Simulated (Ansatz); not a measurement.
# Sn: the cost of one run

Computed with Ansatz 0.2.0 through its Python package. Level of theory: DFT PBEsol, plane waves, PAW.

### 1 The structure

Symmetry: Fd-3m, No. 227, cubic system. Conventional cell: a = 6.467 Å, b = 6.467 Å, c = 6.467 Å, α = 90.00°, β = 90.00°, γ = 90.00°. Sn (site symmetry -43m) has 4 Sn at 2.80 Å as nearest neighbours.

The script holds or builds the structure itself.

### 2 The code

vcrelax_sn.py

```python
# -*- coding: utf-8 -*-
"""Relax cell and ions of Sn."""

import argparse
import json
import warnings

import ansatz as az
import numpy as np
from pymatgen.core import Lattice, Structure
from pymatgen.io.ase import AseAtomsAdaptor

parser = argparse.ArgumentParser(description="Relax cell and ions of Sn.")
parser.add_argument("--occupations", default="gaussian", help="how the bands are filled")
parser.add_argument("--xc", default="pbesol", help="exchange-correlation functional")
parser.add_argument("--k-density", type=float, required=True, help="k-point sampling")
parser.add_argument("--fmax", type=float, required=True, help="force threshold (eV/A)")
args = parser.parse_args()

def edges_and_angles(cell):
    cell = np.asarray(cell)
    a, b, c = np.linalg.norm(cell, axis=1)
    cosines = cell[1] @ cell[2] / (b * c), cell[0] @ cell[2] / (a * c), cell[0] @ cell[1] / (a * b)
    return (a, b, c, *np.degrees(np.arccos(cosines)))

warnings.simplefilter("ignore", az.DeckWarning)

pmg_structure = Structure(
    Lattice([(0.0, 3.233343, 3.233343), (3.233343, 0.0, 3.233343), (3.233343, 3.233343, 0.0)]),
    ["Sn", "Sn"],
    [
        (0.0, 0.0, 0.0),
        (0.25, 0.25, 0.25),
    ],
)
structure = az.Crystal.from_ase(AseAtomsAdaptor.get_atoms(pmg_structure))

# every cell quantity that the symmetry leaves free
job = (
    structure.calculation()
    .occupations(args.occupations)  # smearing steadies the SCF of a metal
    .functional(args.xc)
    .kpoints(density=args.k_density)
    .pseudopotentials("paw")
    .relax(force_tolerance=args.fmax, cell=True)  # relax until the tolerances are met
)
outcome = job.run(threads=1, events_out="events.ndjson")
with open("events.ndjson") as stream:
    events = [json.loads(line) for line in stream]
steps = [e["data"] for e in events if e["event"] == "relax_step"]
rep = outcome.report
print("step   energy (eV)     max comp. (eV/A)   P (GPa)  SCF")
for s in steps:
    print(f"{s['step']:4d} {s['lagrangian_ev']:15.5f} {s['allowed_force_max_ev_ang']:12.4f} {s['pressure_gpa']:10.3f} {s['n_scf']:5d}")

first, last = steps[0], steps[-1]
symbols = [site.symbol for site in outcome.lattice.sites]
print(f"energy gained {first['lagrangian_ev'] - last['lagrangian_ev']:.4f} eV in {len(steps) - 1} steps")
for label, vectors in (("before", first["cell_ang"]), ("after", outcome.lattice.cell_ang)):
    print(label, "a b c (A) {:.4f} {:.4f} {:.4f}  angles {:.2f} {:.2f} {:.2f}".format(*edges_and_angles(vectors)), f" V = {abs(np.linalg.det(vectors)):.3f} A^3")
print("final stress xx yy zz (GPa, compression positive):", np.round(np.diag(rep["stress_gpa"]), 3) + 0.0)

print("atom   start x y z (A)              end x y z (A)")
for symbol, a, b in zip(symbols, first["positions_ang"], last["positions_ang"]):
    print(f"{symbol:3s}", " ".join(f"{v:8.4f}" for v in a), "  ", " ".join(f"{v:8.4f}" for v in b))

change = np.array(last["positions_ang"]) @ np.linalg.inv(last["cell_ang"]) - np.array(first["positions_ang"]) @ np.linalg.inv(first["cell_ang"])
moved = np.linalg.norm(change @ np.array(last["cell_ang"]), axis=1)
print("displacement within the cell, strain taken out (A):", " ".join(f"{s}:{d:.3f}" for s, d in zip(symbols, moved)))

energy = rep["free_energy_ev"]
print("F of the Sn cell: {:.6f} eV = {:.6f} Ry = {:.6f} Ha".format(energy, energy / 13.605693, energy / 27.211386))
print("Fermi level {:.4f} eV, {} k-points, {} symmetry operations".format(rep["fermi_energy_ev"], rep["n_kpoints"], rep["n_symmetry_ops"]))
```

### 3 The input behind the calls

The engine receives this input:

```yaml
crystal:
  lattice:
    - [0.0, 3.233343, 3.233343]
    - [3.233343, 0.0, 3.233343]
    - [3.233343, 3.233343, 0.0]
  atoms:
    - { symbol: Sn, position: [0.0, 0.0, 0.0] }
    - { symbol: Sn, position: [0.25, 0.25, 0.25] }
kpoints:
  mp_grid:
    kspacing: 0.2222222222222222
hamiltonian:
  xc: pbesol
  pseudopotentials:
    kind: paw
scf:
  occupations:
    method: gaussian
relax:
  f_tol: 0.02
  cell: {}
```

### 4 Launch

Command:

```
> python vcrelax_sn.py --k-density 4.5 --fmax 0.02
```

**Question.** How long does this script take on 1 thread of Arm Neoverse V1, shared host, and how much memory does it need?

About 11 s, with a peak of 0.46 GiB.
